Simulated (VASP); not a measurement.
Wanted: the native input for a VASP 6.6.1 run.

```yaml
Task: single point
Functional: RPBE
Potentials_or_basis: VASP PAW PBE potentials, release 64 (Ti_sv_GW, C_GW)
Cutoff: 550 eV
k_mesh: 11 × 11 × 11
Occupations: gaussian, width 0.02 eV
Spin: no spin polarisation
Further_INCAR_settings: ALGO = Normal; EDIFF = 1e-07
```

The structure of TiC lies in POSCAR:

```
TiC
1.0
    0.0000000000      2.1657188437      2.1657188437
    2.1657188437      0.0000000000      2.1657188437
    2.1657188437      2.1657188437      0.0000000000
Ti C
1 1
Cartesian
    0.0000000000      0.0000000000      0.0000000000
    2.1657188437      2.1657188437      2.1657188437
```

The cell is a database's computed one.

The input as run:

INCAR

```
SYSTEM = TiC
PREC     = Accurate       ! precision mode
ENCUT    = 550            ! plane-wave cutoff, eV
EDIFF    = 1E-7           ! SCF threshold, eV
ISMEAR   = 0              ! smearing method
SIGMA    = 0.02           ! smearing width, eV
LREAL    = .False.        ! projectors in reciprocal space
LASPH    = .True.         ! aspherical terms in the spheres
NELM     = 60             ! most SCF steps
ALGO     = Normal         ! electronic algorithm
ISIF     = 2              ! what is computed and relaxed
LWAVE    = .False.        ! write WAVECAR
LCHARG   = .False.        ! write CHGCAR
GGA      = RP             ! functional
```

KPOINTS

```
regular mesh
0
Gamma
  11 11 11
  0 0 0
```

Potentials or basis: VASP PAW PBE potentials, release 64 (Ti_sv_GW, C_GW).

Command:

```console
$ cat potpaw_PBE.64/Ti_sv_GW/POTCAR potpaw_PBE.64/C_GW/POTCAR > POTCAR
$ mpirun -np 1 vasp_std > vasp.out
```

It gave:

* Pressure: 3.4 GPa
* Band gap on the k mesh: none (metal or under the smearing width)

Caveat: the PAW data sets were made with another functional, which shifts forces and pressure a little.

It took 12 s on 1 thread of AMD EPYC 9R45 96-Core Processor (Zen 5) (shared host), peak memory 0.13 GiB.
